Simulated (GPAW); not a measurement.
The system is PbS.

```
CELL_PARAMETERS angstrom
4.08970 0.00000 0.00000
-2.04485 3.54178 0.00000
0.00000 0.00000 3.78817
ATOMIC_POSITIONS crystal
Pb 0.00000 0.00000 0.00000
S 0.66667 0.33333 0.50000
```

Measurements of this composition are mostly on another form, of space group No. 225.

- Program: GPAW 26.7.0
- Task: single point
- Functional: PBE
- Potentials or basis: GPAW PAW data sets (gpaw-data 1.2.1)
- Cutoff: 600 eV
- Basis: pw
- k mesh: 8 × 8 × 7
- Occupations: fermi-dirac, width 0.05 eV
- Spin: no spin polarisation

On this cell: pressure -0.2 GPa; largest force under 0.003 eV/Å; band gap on the k mesh 0.18 eV, indirect (least direct gap 1.62 eV).

The same run follows on a disturbed copy (atoms moved at random, drawn with an rms of 0.05 Å):

```
Pb S
1.0
     4.08970    0.00000    0.00000
    -2.04485    3.54178    0.00000
     0.00000    0.00000    3.78817
Pb S
1 1
Cartesian
  0.0310 0.0111 -0.0069
  2.0037 1.1295 1.9106
```

**Question.** What does the disturbed cell give?

**Answer.** The energy moves by +3.5 meV/atom; pressure -0.1 GPa; largest force 0.155 eV/Å; band gap on the k mesh 0.08 eV, indirect (least direct gap 1.62 eV).

Forces in eV/Å, atoms in the order of the input:
```
Pb  -0.115 -0.100 -0.027
S    0.115  0.100  0.027
```

Caveats: spin-orbit coupling is left out, which as a rule narrows the gap of such compounds by several tenths of an eV; an odd mesh through Γ misses points on the zone boundary, where band edges often lie.
